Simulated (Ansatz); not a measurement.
## Relaxing Pd in the hcp type

First guess:

```
CELL_PARAMETERS angstrom
2.57605 0.00000 0.00000
-1.28802 2.23092 0.00000
0.00000 0.00000 4.17320
ATOMIC_POSITIONS crystal
Pd 0.33333 0.66667 0.25000
Pd 0.66667 0.33333 0.75000
```

These are results of DFT, PBE, PAW with Ansatz's default frozen-core files, scalar-relativistic (Ansatz 0.2.0), not measurements.

Cell and atoms relax within the symmetry of the start on a 15×15×8 k mesh with 0.08 eV Fermi–Dirac smearing.

The start is built from a prototype, known or not as a phase of this compound; the cutoff is 420 eV.

Spin polarisation is left out, and whether a magnetic state lies lower isn't shown here.

Question: What is the pressure of the first guess?

Answer: 82.0 GPa.

Question: What does it relax to?

Answer: a = 2.774 Å, b = 2.774 Å, c = 4.626 Å, α = 90.00°, β = 90.00°, γ = 120.00° (conventional cell), 15.42 Å³ per atom:
```cif
data_structure
_symmetry_space_group_name_H-M 'P6_3/mmc'
_symmetry_Int_Tables_number 194
_cell_length_a 2.7741
_cell_length_b 2.7741
_cell_length_c 4.6263
_cell_angle_alpha 90.000
_cell_angle_beta 90.000
_cell_angle_gamma 120.000
_cell_volume 30.83
loop_
_atom_site_label
_atom_site_type_symbol
_atom_site_symmetry_multiplicity
_atom_site_Wyckoff_symbol
_atom_site_fract_x
_atom_site_fract_y
_atom_site_fract_z
_atom_site_occupancy
Pd1 Pd 2 c 0.33333 0.66667 0.25000 1
```

Question: How much energy does the relaxation release?

Answer: 678 meV/atom.
